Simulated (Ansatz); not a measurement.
## Calculated ¹⁷O NMR of the central transition for SiO2 at a changed volume

Cell: a COD entry, relaxed with PBE at fixed cell and then changed (volume scaled by 1.04, ions relaxed).

```cif
data_SiO2
_symmetry_space_group_name_H-M 'P2_13'
_symmetry_Int_Tables_number 198
_cell_length_a 7.2542
_cell_length_b 7.2542
_cell_length_c 7.2542
_cell_angle_alpha 90.000
_cell_angle_beta 90.000
_cell_angle_gamma 90.000
loop_
_atom_site_label
_atom_site_type_symbol
_atom_site_symmetry_multiplicity
_atom_site_Wyckoff_symbol
_atom_site_fract_x
_atom_site_fract_y
_atom_site_fract_z
Si1 Si 4 a 0.2749 0.2749 0.2749
Si5 Si 4 a 0.0175 0.0175 0.0175
O9 O 4 a 0.1462 0.1462 0.1462
O13 O 12 b 0.6395 0.6552 0.0563
```

One atom of each set is listed.

Level of theory: DFT, PBE, plane waves and PAW, scalar-relativistic, 420 eV cutoff, Γ-centred 4×4×4 k-points, Fermi–Dirac smearing 0.02 eV (Ansatz 0.2.0).

¹⁷O has I = 5/2 and Q = -25.58 mb (Pyykkö 2018); at 21.1 T its Larmor frequency is ν₀ = 121.8 MHz. Only the quadrupole interaction is simulated: positions count from each site's isotropic chemical shift, and J coupling is left out, as are shift anisotropy and dipolar coupling, which fast spinning averages.

Q: Give C_Q, η, the quadrupolar product P_Q = |C_Q|(1 + η²/3)^½, the second-order isotropic shift and the breadth of the pattern (fast magic-angle spinning) for each O site.

A: 

```tsv
site	first shell	C_Q (MHz)	η	P_Q (MHz)	δ_QIS (ppm)	breadth (kHz)
O9	2 Si at 1.62 Å, angle 180°	-6.64	0.00	6.64	-17.8	4.65
O13	2 Si at 1.62 Å, angle 150°	-6.20	0.13	6.22	-15.6	4.24
```

δ_QIS = −(ν_Q²/30ν₀²)[I(I+1) − 3/4](1 + η²/3) × 10⁶ ppm with ν_Q = 3|C_Q|/[2I(2I−1)]; it falls as 1/B₀² in ppm, and the breadth as 1/B₀ in kHz.

An axis of threefold or higher order runs through O9, so V_zz lies along it and η is zero. At O13 V_zz runs parallel to the line that joins its two neighbours (within 1°).

The database positions were far from equilibrium, so the relaxed structure may not be the compound's real one.
